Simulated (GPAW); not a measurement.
Runs of GPAW 26.7.0 on BeS. It takes space group F-43m (No. 216, cubic). The conventional cell has a = 4.850 Å, b = 4.850 Å, c = 4.850 Å, α = 90.00°, β = 90.00°, γ = 90.00°. S (site symmetry -43m) has 4 Be at 2.10 Å as nearest neighbours. Be (site symmetry -43m) is surrounded by 4 S at 2.10 Å. 

| level | potentials or basis | older calculator (legacy_gpaw) | gap on the mesh (eV) | pressure (GPa) |
| --- | --- | --- | --- | --- |
| revPBE | the program's PAW data sets (release 1.2.1) made for this functional, pw | - | 3.28 | (b) |
| PBEsol | PAW data sets generated in the run's folder for this functional, pw | - | 3.02 | -0.7 |
| vdW-DF2 | GPAW PAW data sets (gpaw-data 1.2.1), pw | - | 3.59 | - |
| optB88-vdW | GPAW PAW data sets (gpaw-data 1.2.1), pw | yes | 3.32 | - |
| r2SCAN | GPAW PAW data sets (gpaw-data 1.2.1), pw | - | 3.66 | 2.0 |
| TB-mBJ | GPAW PAW data sets for LDA (gpaw-data 1.2.1), pw | - | (a) | - |
| LDA | the program's PAW data sets (release 1.2.1) made for this functional, pw | - | (c) | -2.6 |
| vdW-DF-cx | GPAW PAW data sets (gpaw-data 1.2.1), pw | - | 3.14 | - |

Alike in all rows: task single point; no spin polarisation; cell as given; k mesh 9 × 9 × 9; cutoff (eV) 800; smearing fermi-dirac 0.05 eV.

Q: Fill in the values left out.

A: (a) 4.24; (b) 4.2; (c) 2.99.

Caveats: an odd mesh through Γ misses points on the zone boundary, where band edges often lie; the PAW data sets were made with another functional, which shifts forces and pressure a little (some runs); a model potential gives levels but no total energy (some runs).

Runs at the PBE level aren't shown here.
